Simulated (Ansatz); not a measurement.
All numbers below come from DFT PBE, scalar-relativistic, plane waves, PAW (Ansatz). Settings: cutoff 420 eV, Γ-centred meshes spaced at most about 0.3 Å⁻¹, and about 0.25 Å⁻¹ or finer for metals (2π included), Gaussian smearing. No spin polarisation.

Each guess is relaxed in cell and atoms at zero pressure, on a coarse mesh first where it starts far from rest and then on a converged one. The steps can't lower the symmetry of the start, but it can rise. Energies are static (0 K, no zero-point motion).

Two unrelaxed guesses for CaB:

Guess 1.

```cif
data_structure
_symmetry_space_group_name_H-M 'P-6m2'
_symmetry_Int_Tables_number 187
_cell_length_a 3.2687
_cell_length_b 3.2687
_cell_length_c 5.3379
_cell_angle_alpha 90.000
_cell_angle_beta 90.000
_cell_angle_gamma 120.000
_cell_volume 49.39
loop_
_atom_site_label
_atom_site_type_symbol
_atom_site_symmetry_multiplicity
_atom_site_Wyckoff_symbol
_atom_site_fract_x
_atom_site_fract_y
_atom_site_fract_z
_atom_site_occupancy
Ca1 Ca 1 f 0.66667 0.33333 0.50000 1
B1 B 1 c 0.33333 0.66667 0.00000 1
```

Guess 2.

```cif
data_structure
_symmetry_space_group_name_H-M 'P-3m1'
_symmetry_Int_Tables_number 164
_cell_length_a 3.5401
_cell_length_b 3.5401
_cell_length_c 9.3833
_cell_angle_alpha 90.000
_cell_angle_beta 90.000
_cell_angle_gamma 120.000
_cell_volume 101.84
loop_
_atom_site_label
_atom_site_type_symbol
_atom_site_symmetry_multiplicity
_atom_site_Wyckoff_symbol
_atom_site_fract_x
_atom_site_fract_y
_atom_site_fract_z
_atom_site_occupancy
Ca1 Ca 2 d 0.33333 0.66667 0.32219 1
B1 B 2 d 0.33333 0.66667 0.89625 1
```

Question: Where do they end, and which end is lower?

Answer: Guess 2 ends lower, by 0.53 eV/atom. Guess 1: P-6m2 at 24.7 Å³/atom → P-6m2 (tungsten carbide type) at 20.9 Å³/atom; Guess 2: P-3m1 at 25.5 Å³/atom → P-3m1 at 18.9 Å³/atom. Counting B atoms around Ca (those within 1.25 times the shortest such distance or 1.15 times the sum of covalent radii, 1.27 where that leaves under three; a plus sign parts nearer from farther groups), the end of guess 1 has Ca 6 and the end of guess 2 has Ca 1+3. The end of guess 2 holds B–B nets (shortest 1.92 Å); in the end of guess 1 the shortest B–B distance is 3.56 Å. End of guess 1. Conventional cell: a = 3.679 Å, c = 3.559 Å. Ca has 6 B at 2.77 Å; around B lie 6 Ca at 2.77 Å. End of guess 2. Conventional cell: a = 3.299 Å, c = 8.032 Å. Ca has 1 B at 2.49 Å and 3 B at 2.94 Å; around B lie 3 B at 1.92 Å and 1 Ca at 2.49 Å.

Ends held by symmetry can be saddle points. Neither end is the lowest form computed: that has space group C2/m (No. 12) and lies 0.37 eV/atom below the better end. Even the lowest of the cells shown lies +0.47 eV/atom against the elements. Some types were kept out of the candidates beforehand, so the set may lack a known form.
